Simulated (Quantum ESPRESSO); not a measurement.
## Pd under changes of volume

One of the cells (15.531 Å³/atom); the others are scaled copies at fixed shape and fractional positions:

```
CELL_PARAMETERS angstrom
2.78367 0.00000 0.00000
-1.39183 2.41072 0.00000
0.00000 0.00000 4.62889
ATOMIC_POSITIONS crystal
Pd 0.33333 0.66667 0.25000
Pd 0.66667 0.33333 0.75000
```

This isn't the form of Pd at room conditions, which is fcc.

```yaml
Program: Quantum ESPRESSO 7.5
Functional: r2SCAN
Potentials_or_basis: SG15 PBE 1.2
Cutoff: 952 eV
Density_cutoff: 3810 eV
k_mesh: 7 × 7 × 4
Occupations: fermi-dirac, width 0.05 eV
Spin: no spin polarisation
```

| volume (Å³/atom) | energy over the lowest point (meV/atom) | pressure (GPa) |
| --- | --- | --- |
| 14.600 | 4.00 | 4.3 |
| 14.910 | 0.00 | 0.1 |
| 15.221 | 3.58 | -3.5 |
| 15.531 | 13.77 | -6.7 |
| 15.842 | 29.73 | -9.5 |
| 16.153 | ? | ? |
| 16.463 | 76.01 | -14.0 |

Problem. What does the run at 16.153 Å³/atom give?

Solution. Energy over the lowest point 50.69 meV/atom; pressure -11.9 GPa.

Worked out: A Birch-Murnaghan fit of order 3 (a polynomial in V^(-2/3)) to the other rows has its minimum at 14.91 Å³/atom with B0 = V·E''(V) = 188 GPa and B' = 5.6 at fixed shape and positions, which overstates the stiffness. It gives 50.74 meV/atom at 16.153 Å³/atom, against the run's 50.69, and -dE/dV = -12.0 GPa, against -11.9.

Energies are extrapolated to zero smearing.

Caveats: all runs use coarse meshes; the potentials were made for another functional, which shifts forces and pressure.
